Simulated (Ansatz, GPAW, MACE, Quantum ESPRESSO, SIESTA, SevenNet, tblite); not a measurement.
**Other levels on rock-salt ZrC, displaced supercell (64 atoms)**

The cell holds 64 atoms: 32 Zr and 32 C. Cell: a = 9.396 Å, b = 9.396 Å, c = 9.396 Å, α = 90.0°, β = 90.0°, γ = 90.0°. It derives from ZrC (rock-salt), repeated 2×2×2. Rock-salt ZrC (a = 4.698 Å), 2 x 2 x 2 conventional cells; every coordinate displaced by a Gaussian of 0.02 Å. Then every atom was moved at random, 0.02 Å r.m.s. a Cartesian component.

Geometry: as built.

The reference, a calculation:

- method: Kohn-Sham DFT, PBE, PAW, plane waves (Ansatz 0.2.0); cutoff 420 eV, Γ point, fermi-dirac smearing of 0.05 eV; PAW set soft_2
- r.m.s. force component: 0.3653 eV/Å
- longest force: 1.712 eV/Å
- pressure: -0.3796 GPa
- spacing of highest filled and lowest empty level: 0.2611 eV
- SCF cycles: 9
- time: 10 s on 4 threads of Arm Neoverse V2, shared host
- CPU time: 37 s

Runs, in no order:
A. SIESTA PBE, SZP, shift 0.01 Ry, mesh 300 Ry: Kohn-Sham DFT, PBE, PseudoDojo 0.4.1 norm-conserving pseudopotentials (converted to PSML), numerical atomic orbitals (SZP), diagonalisation
B. SIESTA PBE, TZP, shift 0.01 Ry, mesh 300 Ry: Kohn-Sham DFT, PBE, PseudoDojo 0.4.1 norm-conserving pseudopotentials (converted to PSML), numerical atomic orbitals (TZP), diagonalisation
C. MACE MP-0b2 small potential: machine-learned interatomic potential MACE MP-0b2 small, trained on PBE(+U) plane-wave data
D. QE PBE, dojo-0.4.1-standard, 60/240 Ry: Kohn-Sham DFT, PBE, PseudoDojo 0.4.1 standard norm-conserving pseudopotentials, plane waves

**Question.** Rank the runs by how far their forces lie from the reference's, least first.

D, B, A, C.

| run | Δ force, r.m.s. (meV/Å) | share of r.m.s. force (%) | CPU time |
| --- | --- | --- | --- |
| D. QE PBE, dojo-0.4.1-standard, 60/240 Ry | 1.50 | 0.411 | 6 min |
| B. SIESTA PBE, TZP, shift 0.01 Ry, mesh 300 Ry | 38.4 | 10.5 | 8.9 min |
| A. SIESTA PBE, SZP, shift 0.01 Ry, mesh 300 Ry | 60.5 | 16.6 | 3.7 min |
| C. MACE MP-0b2 small potential | 156 | 42.6 | 9.9 s |

Machine-learned potentials mimic data converged in k, so the reference's own k-point error enters their differences. The electronic-structure runs sample only Γ, in a cell whose shortest periodic width is 9 Å.

[Hosts, paths, dates, database ids (printed as entryN), source tags and the programs' standing remarks are cut or masked in the printed files.]
